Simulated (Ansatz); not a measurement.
Crystal: HfO2.

```
CELL_PARAMETERS angstrom
5.11800 0.00000 0.00000
0.00000 5.18570 0.00000
-0.85866 0.00000 5.21387
ATOMIC_POSITIONS crystal
Hf 0.27550 0.46030 0.70800
Hf 0.72450 0.96030 0.79200
Hf 0.72450 0.53970 0.29200
Hf 0.27550 0.03970 0.20800
O 0.07420 0.16840 0.84670
O 0.92580 0.66840 0.65330
O 0.92580 0.83160 0.15330
O 0.07420 0.33160 0.34670
O 0.44870 0.74190 0.98010
O 0.55130 0.24190 0.51990
O 0.55130 0.25810 0.01990
O 0.44870 0.75810 0.48010
```

| Property | Result |
| --- | --- |
| Program | Ansatz 0.2.0 |
| Task | relaxation of cell and atoms |
| Functional | rPW86-PBE |
| Dispersion | rVV10 |
| Potentials or basis | Ansatz PAW |
| Cutoff | 420 eV (not typed: the program's choice for these potentials) |
| k mesh | 5 × 5 × 5 |
| Occupations | fermi-dirac, width 0.05 eV |
| Spin | no spin polarisation |

At the start: volume 11.53 Å³/atom.

**Question.** How do energy, volume and symmetry change on relaxing?

**Answer.** It ends after 9 steps and the volume is 11.95 Å³/atom (+3.6 %); space group P2_1/c (No. 14, to 0.05 Å).

The path:
```
step  energy change (eV)  largest force (eV/Å)  volume (Å³)
   1              0.0000                0.5423       138.38
   2             -0.1014                0.2169       144.30
   3             -0.1311                0.1230       143.46
   4             -0.1360                0.0543       143.10
   5             -0.1359                0.0165       143.24
   6             -0.1366                0.0069       143.17
   7             -0.1660                0.0057       143.17
   8             -0.1652                0.0018       143.39
   9             -0.1663                0.0019       143.39
```

Final structure:
```
CELL_PARAMETERS angstrom
5.17468 0.00000 -0.00213
0.00000 5.23157 0.00000
-0.87035 0.00000 5.29710
ATOMIC_POSITIONS crystal
Hf 0.27567 0.45905 0.70853
Hf 0.72433 0.95905 0.79147
Hf 0.72433 0.54095 0.29147
Hf 0.27567 0.04095 0.20853
O 0.06886 0.16945 0.84623
O 0.93114 0.66945 0.65377
O 0.93114 0.83055 0.15377
O 0.06886 0.33055 0.34623
O 0.44746 0.74268 0.97760
O 0.55254 0.24268 0.52240
O 0.55254 0.25732 0.02240
O 0.44746 0.75732 0.47760
```

Caveat: the plane-wave basis is chosen anew once the cell has moved, so the energies of steps on either side of that aren't comparable; the pressure holds a Pulay correction of +0.8 GPa for the finite cutoff; the PAW data sets come from PBE, with cores solved anew for the run's functional, which leaves a small shift of forces and pressure.
